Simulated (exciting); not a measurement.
Here is an exciting (release sodium) calculation.

The input input.xml:

```xml
<input>
  <title>KF</title>
  <structure speciespath="./" tshift="false">
    <crystal scale="1">
      <basevect>0.000000000000 5.049064746081 5.049064746081</basevect>
      <basevect>5.049064746081 0.000000000000 5.049064746081</basevect>
      <basevect>5.049064746081 5.049064746081 0.000000000000</basevect>
    </crystal>
    <species speciesfile="K.xml" rmt="2.2">
      <atom coord="0.000000000000 0.000000000000 0.000000000000"/>
    </species>
    <species speciesfile="F.xml" rmt="1.45">
      <atom coord="0.500000000000 0.500000000000 0.500000000000"/>
    </species>
  </structure>
  <groundstate do="fromscratch" ngridk="9 9 9" rgkmax="7.5" gmaxvr="14" lmaxapw="10" lmaxmat="10" lmaxvr="8" xctype="LDA_PW" stype="Gaussian" swidth="0.00367493" nempty="10" ValenceRelativity="iora*" epsengy="1e-05" epspot="1e-05" maxscl="60" tforce="true" outputlevel="high"/>
</input>
```

Potentials or basis: all-electron LAPW+lo, shipped species files, valence relativity iora*.

Command:

```bash
$ OMP_NUM_THREADS=1 exciting_smp
```

Q: Predict the band gap on the k mesh.

A: 5.81 eV, direct.

Caveat: an odd mesh through Γ misses points on the zone boundary, where band edges often lie.
